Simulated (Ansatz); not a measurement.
A generator proposed this cell of NaF.

Space group Fddd:1 (No. 70). a = 6.964 Å, b = 9.533 Å, c = 9.533 Å, α = 90.00°, β = 90.00°, γ = 90.00°
```
atom  site  symmetry       x       y       z
  Na   16f       .2. 0.0000  0.1589  0.5000
   F   16g       ..2  0.2500  0.7500  0.4089
```

All numbers below come from Ansatz, DFT PBE, scalar-relativistic, plane waves, PAW. Settings: cutoff 420 eV, Γ-centred mesh 4×4×4 on the computed 8-atom cell, Gaussian smearing of 0.10 eV; no spin polarisation.

Formation energies are uncorrected and refer to the elements' standard structures at the same level (F₂ as a molecule).

Problem. How far from equilibrium is it?

Solution. The pressure is 4.4 GPa (the mean over three directions, positive in compression), the largest force is 0.36 eV/Å, and the energy is −2.56 eV/atom against the elements. The shortest distance is 2.13 Å.

Problem. How much does it gain on relaxing, and where does it end?

Solution. Relaxing gains about 0.04 eV/atom in 16 ionic steps and ends at −2.592 eV/atom on the finer mesh. The symmetry stays Fddd (No. 70). The volume per atom grows by 15.1 %, from 19.8 to 22.8 Å³. The shortest distance goes from 2.13 Å (Na–F) to 2.21 Å (Na–F). Conventional cell: a = 7.013 Å, b = 10.137 Å, c = 10.249 Å. Na is surrounded by 4 F at 2.21–2.26 Å; F has 4 Na at 2.21–2.26 Å.

The last run used a 6×6×6 mesh for its 8-atom cell and Gaussian smearing of 0.02 eV. The relaxation can't lower the symmetry of the start. Symmetry constrained the relaxation, so the result can be a saddle point. Another cell of NaF relaxed alike, in Fm-3m, lies 119 meV/atom lower, so this cell isn't the stable form at this level.
